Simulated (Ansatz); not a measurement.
**SiNi₂: do energies and stresses tell the same story?**

All numbers below come from DFT r2SCAN, scalar-relativistic, plane waves, PAW in Ansatz.

Cutoff 500 eV; k points 12×12×8 on the computed 6-atom cell (Γ-centred); Gaussian smearing, width 0.10 eV; no spin polarisation.

Relaxed cell: P6_3/mmc, a = 3.870 Å, b = 3.870 Å, c = 4.927 Å, α = 90.00°, β = 90.00°, γ = 120.00°, 6 atoms in the primitive cell. Whether it is the stable form of this composition wasn't checked.

Energies at zero smearing and pressures from the stress tensor, at volumes with shape and atoms relaxed:
```csv
V (Å³/atom),E − E(first) (meV/atom),P (GPa)
9.370,0.00,38.86
9.690,-64.79,26.52
10.009,-106.96,16.13
10.328,-130.10,7.38
10.648,-137.21,0.01
10.967,-130.85,-6.17
11.287,-113.16,-11.36
11.713,-75.14,-16.96
```

Task: Check P = −dE/dV between neighbouring volumes, and get the bulk modulus from the pressures alone.

Result: With 1 eV/Å³ = 160.2 GPa:
| middle V (Å³/atom) | −ΔE/ΔV (GPa) | mean P (GPa) |
| --- | --- | --- |
| 9.530 | 32.495 | 32.692 |
| 9.849 | 21.153 | 21.323 |
| 10.169 | 11.606 | 11.751 |
| 10.488 | 3.566 | 3.694 |
| 10.808 | -3.194 | -3.081 |
| 11.127 | -8.871 | -8.767 |
| 11.500 | -14.302 | -14.160 |

The two differ by 0.20 GPa at most. The mean of two end pressures misses the average over a step by about ΔV² P″/12, up to 0.17 GPa here; with that taken off 0.03 GPa remains. The stress is the derivative of the free energy, not of the energy at zero smearing, and with free energies 0.01 GPa remains. Around V = 10.648 Å³/atom, the two neighbours give B = −V ΔP/ΔV = 10.648 × 13.55 / 0.639 = 225.8 GPa, against B0 = 224.3 GPa from the Birch–Murnaghan fit of the energies.

A ferromagnetic start lost its moments in a first run, so spin was left out; other magnetic orders weren't tried.